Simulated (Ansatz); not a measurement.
# C: pressure up to the limit of the methods

How does C (omega type) answer strong compression, and how long do frozen cores keep up with all electrons? The runs shown use LAPW, crystal datasets and norm-conserving. Companion runs by PAW are cited. Its runs: the reference run (LAPW); volume scaled by 1 (crystal datasets and norm-conserving); volume scaled by 0.78 (LAPW); volume scaled by 0.58 (LAPW); volume scaled by 0.5 (LAPW); volume scaled by 0.43 (LAPW, crystal datasets and norm-conserving).

Method: DFT PBE, with the methods named in each step, in Ansatz 0.2.0.

2 further runs of the same task are left out: 1 for a known fault of the program, 1 set aside as unsound or not needed.

**1. Starting point**

It takes space group P6/mmm (No. 191, hexagonal). The conventional cell has a = 6.041 Å, b = 6.041 Å, c = 1.285 Å, α = 90.00°, β = 90.00°, γ = 120.00°. C (site symmetry 6/mmm) is surrounded by 2 C at 1.28 Å. C (site symmetry -6m2) is surrounded by 2 C at 1.28 Å.

Structure file:

```cif
data_structure
_symmetry_space_group_name_H-M 'P6/mmm'
_symmetry_Int_Tables_number 191
_cell_length_a 6.0408
_cell_length_b 6.0408
_cell_length_c 1.2847
_cell_angle_alpha 90.000
_cell_angle_beta 90.000
_cell_angle_gamma 120.000
_cell_volume 40.60
loop_
_atom_site_label
_atom_site_type_symbol
_atom_site_symmetry_multiplicity
_atom_site_Wyckoff_symbol
_atom_site_fract_x
_atom_site_fract_y
_atom_site_fract_z
_atom_site_occupancy
C1 C 1 a 0.00000 0.00000 0.00000 1
C2 C 2 d 0.33333 0.66667 0.50000 1
```

The file gives the conventional cell by its symmetry; the runs use the cell typed in the input.

Whether this phase is the stable one at these pressures isn't tested.

Atoms are numbered in the order of the input: C1, C2, C3.

**2. The reference volume, LAPW**

Input file input.yaml:

```yaml
crystal:
  lattice:
    - [6.0407509384, 0.0, 0.0]
    - [-3.0203754692, 5.2314437706, 0.0]
    - [0.0, 0.0, 1.2847061718]
  atoms:
    - { symbol: C, position: [0.0, 0.0, 0.0] }
    - { symbol: C, position: [0.3333333333, 0.6666666667, 0.5] }
    - { symbol: C, position: [0.6666666667, 0.3333333333, 0.5] }
kpoints:
  mp_grid: { grid: [12, 12, 16] }
  band_path:
    path:
      - [0.0, 0.0, 0.0]
      - [0.5, 0.0, 0.0]
      - [0.3333333333, 0.3333333333, 0.0]
      - [0.0, 0.0, 0.0]
      - [0.0, 0.0, 0.5]
      - [0.5, 0.0, 0.5]
      - [0.3333333333, 0.3333333333, 0.5]
      - [0.0, 0.0, 0.5]
      - [0.5, 0.0, 0.5]
    npoints: 14
scf:
  occupations: { method: fermi_dirac, width: 0.05 }
hamiltonian:
  xc: pbe
  pseudopotentials: { kind: all_electron, lapw: { basis_error: 0.001 } }
output:
  forces: true
  stress: true
  eigenvalues: true
  populations: true
  dos: { projected: true, de: 0.2, e_range: [-14, 8] }
```

Launch:

```console
> ansatz run input.yaml --threads 1 --pin off --max-ram 3072MiB --backend cpu --events-out ev --progress --plain --runs-dir out
```

**3. Volume scaled by 1, crystal datasets**

Input file input.yaml:

```yaml
crystal:
  lattice:
    - [6.0407509384, 0.0, 0.0]
    - [-3.0203754692, 5.2314437706, 0.0]
    - [0.0, 0.0, 1.2847061718]
  atoms:
    - { symbol: C, position: [0.0, 0.0, 0.0] }
    - { symbol: C, position: [0.3333333333, 0.6666666667, 0.5] }
    - { symbol: C, position: [0.6666666667, 0.3333333333, 0.5] }
kpoints:
  mp_grid: { grid: [12, 12, 16] }
scf:
  occupations: { method: fermi_dirac, width: 0.05 }
hamiltonian:
  xc: pbe
  pseudopotentials: { kind: all_electron, datasets: crystal }
output:
  forces: true
  stress: true
  eigenvalues: true
```

**4. Volume scaled by 1, norm-conserving**

input.yaml, as its differences from that of step 3:

```diff
@@ -15,3 +15,3 @@
   xc: pbe
-  pseudopotentials: { kind: all_electron, datasets: crystal }
+  pseudopotentials: { kind: nc }
 output:
```

**5. Volume scaled by 0.78, LAPW**

input.yaml, as its differences from that of step 4:

```diff
@@ -2,5 +2,5 @@
   lattice:
-    - [6.0407509384, 0.0, 0.0]
-    - [-3.0203754692, 5.2314437706, 0.0]
-    - [0.0, 0.0, 1.2847061718]
+    - [5.3523399736, 0.0, 0.0]
+    - [-2.6761699868, 4.6352623868, 0.0]
+    - [0.0, 0.0, 1.276417913]
   atoms:
@@ -15,3 +15,3 @@
   xc: pbe
-  pseudopotentials: { kind: nc }
+  pseudopotentials: { kind: all_electron, lapw: { basis_error: 0.001 } }
 output:
@@ -20 +20,2 @@
   eigenvalues: true
+  populations: true
```

**6. Volume scaled by 0.58, LAPW**

input.yaml, as its differences from that of step 5:

```diff
@@ -2,5 +2,5 @@
   lattice:
-    - [5.3523399736, 0.0, 0.0]
-    - [-2.6761699868, 4.6352623868, 0.0]
-    - [0.0, 0.0, 1.276417913]
+    - [4.6505353015, 0.0, 0.0]
+    - [-2.3252676507, 4.0274817123, 0.0]
+    - [0.0, 0.0, 1.2572098453]
   atoms:
```

**7. Volume scaled by 0.5, LAPW**

input.yaml, as its differences from that of step 6:

```diff
@@ -2,5 +2,5 @@
   lattice:
-    - [4.6505353015, 0.0, 0.0]
-    - [-2.3252676507, 4.0274817123, 0.0]
-    - [0.0, 0.0, 1.2572098453]
+    - [4.3253449561, 0.0, 0.0]
+    - [-2.162672478, 3.7458586121, 0.0]
+    - [0.0, 0.0, 1.2528935591]
   atoms:
```

**8. Volume scaled by 0.43, LAPW**

input.yaml, as its differences from that of step 7:

```diff
@@ -2,5 +2,5 @@
   lattice:
-    - [4.3253449561, 0.0, 0.0]
-    - [-2.162672478, 3.7458586121, 0.0]
-    - [0.0, 0.0, 1.2528935591]
+    - [4.0301750312, 0.0, 0.0]
+    - [-2.0150875156, 3.4902339587, 0.0]
+    - [0.0, 0.0, 1.2410986696]
   atoms:
@@ -11,2 +11,14 @@
   mp_grid: { grid: [12, 12, 16] }
+  band_path:
+    path:
+      - [0.0, 0.0, 0.0]
+      - [0.5, 0.0, 0.0]
+      - [0.3333333333, 0.3333333333, 0.0]
+      - [0.0, 0.0, 0.0]
+      - [0.0, 0.0, 0.5]
+      - [0.5, 0.0, 0.5]
+      - [0.3333333333, 0.3333333333, 0.5]
+      - [0.0, 0.0, 0.5]
+      - [0.5, 0.0, 0.5]
+    npoints: 8
 scf:
@@ -21 +33,2 @@
   populations: true
+  dos: { projected: true, de: 0.2, e_range: [-14, 8] }
```

**9. Volume scaled by 0.43, crystal datasets**

Input file input.yaml:

```yaml
crystal:
  lattice:
    - [4.0301750312, 0.0, 0.0]
    - [-2.0150875156, 3.4902339587, 0.0]
    - [0.0, 0.0, 1.2410986696]
  atoms:
    - { symbol: C, position: [0.0, 0.0, 0.0] }
    - { symbol: C, position: [0.3333333333, 0.6666666667, 0.5] }
    - { symbol: C, position: [0.6666666667, 0.3333333333, 0.5] }
kpoints:
  mp_grid: { grid: [12, 12, 16] }
scf:
  occupations: { method: fermi_dirac, width: 0.05 }
hamiltonian:
  xc: pbe
  pseudopotentials: { kind: all_electron, datasets: crystal }
output:
  forces: true
  stress: true
  eigenvalues: true
```

**10. Volume scaled by 0.43, norm-conserving**

input.yaml, as its differences from that of step 9:

```diff
@@ -15,3 +15,3 @@
   xc: pbe
-  pseudopotentials: { kind: all_electron, datasets: crystal }
+  pseudopotentials: { kind: nc }
 output:
```

(Steps that only read results are left out.)

Q: Predict the outcome of this session. Wanted: LAPW pressure at 0.43 of the volume; PAW pressure at 0.43 of the volume; PAW; crystal datasets pressure at 0.43 of the volume; norm-conserving pressure at 0.43 of the volume; fitted bulk modulus at zero pressure.

As calculated:

| quantity | value |
| --- | --- |
| LAPW pressure at 0.43 of the volume | 121.6 GPa |
| PAW pressure at 0.43 of the volume | 122.2 GPa |
| PAW (partial_waves polarizable) pressure at 0.43 of the volume | 122.2 GPa |
| crystal datasets pressure at 0.43 of the volume | 121.6 GPa |
| norm-conserving pressure at 0.43 of the volume | 121.3 GPa |
| fitted bulk modulus at zero pressure (LAPW) | 26.0 GPa |
| its pressure derivative | 4.20 |

At 0.43 of the starting volume LAPW gives 122 GPa. A third-order Birch-Murnaghan curve fits the range only roughly (B₀ = 26.0 GPa, B′ = 4.20, misfit at most 2.20 GPa). A fit over so wide a range leans to the high pressures, so B₀ can be off by several per cent. Where LAPW's pressure is over 3 GPa, PAW's departs from it by at most 3.5 %, at 0.78 of the volume. The ions are at rest, and the electrons smeared by 0.05 eV.
